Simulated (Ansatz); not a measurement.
Set up this calculation in Ansatz 0.2.0, as the native input.

```
Task                : single point
Functional          : PBE
Potentials or basis : all-electron LAPW, scalar-relativistic
Cutoff              : 559 eV (chosen from the basis error)
Basis error allowed : 0.001 eV/atom
k mesh              : 13 × 13 × 9
Occupations         : fermi-dirac, width 0.05 eV
Spin                : no spin polarisation
```

The system is BN.

```
N B
1.0
     2.50804    0.00000    0.00000
    -1.24671    2.17623    0.00000
    -0.63067   -1.08812    3.02254
N B
1 1
Cartesian
  0.6410 -0.3484 2.9772
  1.2297 2.1384 0.0055
```

The cell comes from a database or a generator and needn't be the stable form of this composition.

The input as run:

input.yaml

```yaml
crystal:
  lattice:
    - [2.5080409239, 0.0, 0.0]
    - [-1.2467107647, 2.1762310413, 0.0]
    - [-0.6306650796, -1.0881155206, 3.02254]
  atoms:
    - { symbol: "N", position: [0.668506, 0.332385, 0.984999] }
    - { symbol: B, position: [0.979643, 0.983499, 0.001806] }
kpoints:
  mp_grid: { grid: [13, 13, 9] }
scf:
  occupations: { method: fermi_dirac, width: 0.05 }
hamiltonian:
  xc: pbe
  pseudopotentials: { kind: all_electron, lapw: { basis_error: 0.001 } }
output:
  forces: true
  stress: true
  eigenvalues: true
  populations: true
```

Potentials or basis: all-electron LAPW, scalar-relativistic.

Run with:

```console
$ ansatz run input.yaml --threads 1 --pin off --max-ram 3072MiB --backend cpu --events-out ev --progress --plain --runs-dir out
```

Results of the run:

* Pressure: 5.0 GPa
* Largest force: 2.729 eV/Å
* Band gap on the k mesh: 2.84 eV, indirect (least direct gap 4.54 eV)
* Loewdin charges: N -0.37; B +0.42 e

Caveat: an odd mesh through Γ misses points on the zone boundary, where band edges often lie; forces of over 1 eV/Å show positions far from the minimum, so gaps and moduli don't describe the material at rest.

Run time: 99 s on 1 thread of AMD EPYC 7R43 64-Core Processor (Zen 3), on a shared host, peak memory 1 GiB.
